A ten-plane slab of AlP(100) is often built to stand in for one surface, and the decision is whether its states near the Fermi level can be read as those of the top face or whether the back face has to be passivated and the run repeated. The table bears on this directly. It divides the 2.277 states per cell that a PBE calculation finds in the quarter electronvolt below the Fermi level among the atomic planes. The plane share s is the fraction on one plane, the plane formula names its element, and the plane height z is measured from the top Al atom. The lower five rows hold 0.591 of the window, so more than half of it sits in the half of the slab that was meant only as a support.

Ansatz 0.2.0, scalar-relativistic PBE with plane waves and PAW (420 eV cutoff, 22×22×1 k mesh, 0.05 eV Gaussian smearing, no spin polarization), for a clean 1×1 AlP(100) slab relaxed with its lower five planes held. Shares are of the states from 0.25 eV below the Fermi level up to it, each counted full; rows run from the bottom plane up, with heights from the top atom.

```
row  plane share  plane formula  plane height (Å)
  1        0.317              P           -12.457
  2        0.133             Al           -11.095
  3        0.079              P            -9.732
  4        0.040             Al            -8.369
  5        0.022              P            -7.006
  6        0.016             Al            -5.626
  7        0.023              P            -4.217
  8        0.055             Al            -2.847
  9        0.073              P            -1.429
 10        0.243             Al             0.000
```

Weight at both ends fits a count of the electrons. The cell has 40 valence electrons, and the nine gaps between planes hold two bonds each, which take 36. The four electrons left over go into four broken bonds (each bare end atom has two), that is into four bands with room for eight. The count alone would also allow two full and two empty bands, but in the run the bands overlap and the slab is metallic, although bulk AlP is a semiconductor. Partly filled dangling-bond bands are the standard result for an ideal III-V (100) face. The zero of energy is therefore a true Fermi level, shared by both faces.

A state whose energy lies in the bulk gap has a complex wave vector along z, and its density dies away into the crystal. The run does not place the bulk band edges, but the small shares in the middle of the slab suggest that most of the window is of this kind. The simplest picture adds one exponential tail from each face:

s(z) = A exp(−d₁/L₁) + B exp(−d₂/L₂)

Here d₁ and d₂ are the distances from the bottom and top planes, L₁ and L₂ the decay lengths of the density, and A and B the amplitudes. Fitted to the logarithm of all ten shares, both lengths come out near 2 Å. Amplitudes and lengths trade against each other, so only that rough size means anything. The same window decays at 2.31 per Å in the vacuum above the top face, about four times faster than inside the crystal; the run warns that the exchange-correlation potential is rough in thin density, so that factor is approximate. The analysis printed after this text lists the deviations row by row.

Theory also says where such a curve should fail. In zinc blende no lattice translation carries an Al plane onto a P plane; the shortest one with a component along [100] climbs two planes, 1.362 + 1.363 = 2.725 Å in the held half. Bloch's theorem for one evanescent wave then fixes only the ratio over a double step:

s(n+2) / s(n) = exp(−2.725 Å / L)

How the weight divides between the Al and the P plane inside each pair is left free and depends on the orbitals that make up the state. Ratios over one step may therefore alternate while ratios over two steps stay steady. A plane at the very end is a second place to look for a break, because the lobe of the broken bond points into the vacuum and has no counterpart deeper down.

Rows 1 to 3, the P face. Row 1 carries the largest share of the table, 0.317, and the first step inward is the steepest on this side: row 2 keeps 0.42 of row 1, while row 3 keeps 0.59 of row 2. Against the smooth curve the Al plane of row 2 is 11 % low relative to the model, and its P neighbours are a few percent high. Rounding moves these shares by under one percent, so the break is in the calculation. It belongs to an artificial surface, however, since these atoms are held at bulk positions, with sizeable forces left on rows 2 to 5.

Rows 3 to 5, the lower tail. Here the single steps settle to 0.51 and 0.55, and the smooth curve holds to within about 6 %. Row 4 is Al and lies slightly above the curve, so the preference for P seen in rows 1 to 3 does not continue inward. The numbers on this side show a strong end plane and a weak second plane, followed by a nearly plain exponential. A persistent alternation is not established for the P face.

Rows 5 to 7, the middle. The shares reach their minimum of 0.016 at row 6, where the two tails are of similar size and add. That plane holds 0.036 states per cell, about one twentieth of row 1, so the densities of the two faces overlap little. Rounding alone is 2 to 3 % here and the model simply adds two tails, so the small deviations of these rows from the smooth curve get no cause. Row 6 also caps any bulk-like, evenly spread part of the window at 0.016 per plane, or about 0.16 over all ten.

Rows 8 to 10, the Al face. This stretch holds the real breaks. Going down from the top, row 9 keeps only 0.30 of row 10, row 8 keeps 0.75 of row 9, and row 7 keeps 0.42 of row 8: a steep step onto P, a shallow step onto Al, and a steep step onto P again. A single exponential with near-equal spacings would give three near-equal ratios. Taking away the tail that arrives from the bottom face leaves the first two ratios almost unchanged and lowers the third to 0.35, so the zigzag belongs to the top tail itself.

The size of the break can be worked out for row 8, which was part of the fit. It lies 2.847 Å below the top plane and 12.457 − 2.847 = 9.610 Å above the bottom one.

top tail: 0.218 × exp(−2.847/1.73) = 0.042
bottom tail: 0.303 × exp(−9.610/1.93) = 0.002
sum: 0.044, table: 0.055, ratio 1.25

Row 8 is thus 25 % above the smooth model, row 9 is 24 % below it and row 10 is 11 % above it, each relative to the model and each more than twenty times the rounding. The two Al planes are rich and the P plane between them is poor.

An excess on the end plane alone does not account for this. With rows 1 and 10 left out of the fit, on the ground that they carry the vacuum lobe, the curve extrapolated to row 10 falls short and the table lies 39 % above it. Yet row 8 remains 30 % high and row 9 remains 14 % low, both inside that fit. The numbers therefore show an alternation below the surface plane, to which an excess at the surface may add.

The double-step ratios make the same point directly from the shares. Within rows 1 to 5 and within rows 6 to 10 all six lie between 0.23 and 0.32, whereas the single steps there run from 0.30 to 0.75, which is the regularity Bloch's theorem leads to. Double steps across the middle, where the two tails meet, give larger ratios and do not test it. On each face the double step that starts from the end plane is the smallest, as it would be with extra weight on that plane or with faster-decaying waves from other k-points dying out first. Ten rows cannot separate these contributions.

Giving each tail a constant factor for the element of its own face, again on all ten rows, yields 1.40 for Al over P in the top tail and 1.14 for P over Al in the bottom one. The scatter per free row falls from 0.166 to 0.119 in the logarithm, at the price of two more constants. This repairs rows 2, 8, 9 and 10 in large part but makes rows 4, 6 and 7 worse than on the smooth curve. The alternation is strongest near the Al face and is not one fixed factor through the slab. It is no chemical preference of the whole window either, for the P and Al planes hold nearly equal totals.

Why the top tail favours Al is a guess at this point, since the orbital character of the states was not output. The natural reading, expected rather than computed, runs through the energies. An Al orbital couples mainly to its P neighbours, and a P orbital takes up less of a state the further that state lies above the P level. A state born from broken Al bonds should lie well above it, so its tail can leave less weight on a P plane, and more on the next Al plane, than a smooth decay would. Both tails lie in one energy window, however, so the weak opposite preference at the P face needs something more, such as waves from other k-points or a potential that shifts across the slab. The simulated tunnelling image of the same window is brightest over the top Al atom, but that atom is also the nearest to the tip, so the image does not test this reading. A second untested possibility is relaxation: the top spacing has opened to 1.429 Å, 4.9 % over the held value, and although the fit uses the actual heights, a change of hybridisation with that opening would not be captured. The held face shows the weaker zigzag, but it differs in element as well as in being held, so it is not a clean control.

The same argument indicates what a neighbouring cut would do. On the non-polar (110) face every plane contains both Al and P and a lattice translation carries each plane onto the next, so a single evanescent wave would fall by a steady ratio from plane to plane below the relaxed outer layers. A mixture of waves could still bend the curve, but the zigzag between elements would have no place in it. Real (100) faces usually pair their surface atoms into dimers and remove part of the dangling bonds, which the 1×1 cell forbids. Spin was switched off, so a magnetic splitting of these partly filled bands is untested. The metallic character and the heavy end planes describe this ideal model at the level of Kohn-Sham states.

For the decision at the start, small overlap in the middle is not the same as independence. The two faces differ in work function, with the P face higher, and share one Fermi level, so the back face helps to set how full the Al bands are and hence which of them fall in the window. For this slab the sensible course is to judge the decay from double steps, each of which cuts the share to roughly a quarter or a third away from the middle, and to passivate the back face before reading the shares or the zigzag of rows 8 to 10 as properties of the Al surface.

The analysis program printed:

```
sum of shares 1.001; rows 1-5 0.591, rows 6-10 0.410; P 0.514, Al 0.487
states per cell: row 1 0.72, row 10 0.55, row 6 0.036; window mean 9.1 states/eV
row1/row6 19.8, row10/row6 15.2
electrons 5*(3+5)=40, in 18 bonds 36, left 4 (P face 2.5, Al face 1.5)
one-step ratios from bottom (2/1 .. 6/5): 0.42 0.59 0.51 0.55 0.73
one-step ratios from top (9/10 .. 6/7): 0.30 0.75 0.42 0.70
two-step ratios from bottom (3/1 4/2 5/3): 0.25 0.30 0.28
two-step ratios from top (8/10 7/9 6/8): 0.23 0.32 0.29
spacings (A): 1.362 1.363 1.363 1.363 1.380 1.409 1.370 1.418 1.429
largest spacing over held spacing: +4.9 %
S: smooth, all rows; A: with alternation; I: smooth, rows 2-9 (rows 1, 10 extrapolated)
deviation = table/model - 1 in %; rounding = 0.0005/share in %
row atom share | S dev | A dev | I dev | rounding
 1  P 0.317 | 0.303  +4.7 | 0.318  -0.3 | 0.296  +7.1 | 0.2
 2 Al 0.133 | 0.150 -11.3 | 0.138  -3.6 | 0.146  -8.8 | 0.4
 3  P 0.079 | 0.075  +5.8 | 0.079  +0.3 | 0.073  +8.9 | 0.6
 4 Al 0.040 | 0.038  +4.6 | 0.036 +11.1 | 0.037  +6.9 | 1.2
 5  P 0.022 | 0.022  +0.8 | 0.023  -2.5 | 0.022  -0.0 | 2.3
 6 Al 0.016 | 0.017  -7.1 | 0.019 -13.6 | 0.018 -11.7 | 3.1
 7  P 0.023 | 0.023  -1.0 | 0.021 +10.6 | 0.024  -4.5 | 2.2
 8 Al 0.055 | 0.044 +24.8 | 0.051  +7.9 | 0.042 +29.5 | 0.9
 9  P 0.073 | 0.096 -24.3 | 0.079  -7.3 | 0.085 -13.8 | 0.7
10 Al 0.243 | 0.219 +11.1 | 0.243  +0.2 | 0.175 +39.1 | 0.2
S: bottom amp 0.303 L 1.93 A; top amp 0.218 L 1.73 A
   rms log dev 0.128, per free row 0.166 (10 rows, 4 constants), worst rows 9 8 2
A: bottom amp 0.297 L 1.94 A; top amp 0.205 L 1.78 A
   rms log dev 0.075, per free row 0.119 (10 rows, 6 constants), worst rows 6 4 7
I: bottom amp 0.296 L 1.92 A; top amp 0.174 L 1.95 A
   rms log dev 0.126, per free row 0.178 (8 rows, 4 constants), worst rows 8 9 6
rms log rounding 0.009
A: face species over other species: bottom tail 1.14, top tail 1.40
S: table - model (share), rows 1-10: +0.014 -0.017 +0.004 +0.002 +0.000 -0.001 -0.000 +0.011 -0.023 +0.024
I: table - model at row 1 +0.021, row 10 +0.068
A: bottom, top tail at row 5 0.019 0.003, row 6 0.008 0.010, row 7 0.005 0.016
top ratios with bottom tail of A removed (9/10 8/9 7/8): 0.30 0.74 0.35
density decay 1/L in S: bottom 0.52, top 0.58 1/A; vacuum 2.31 1/A, ratio 4.5, 4.0
```
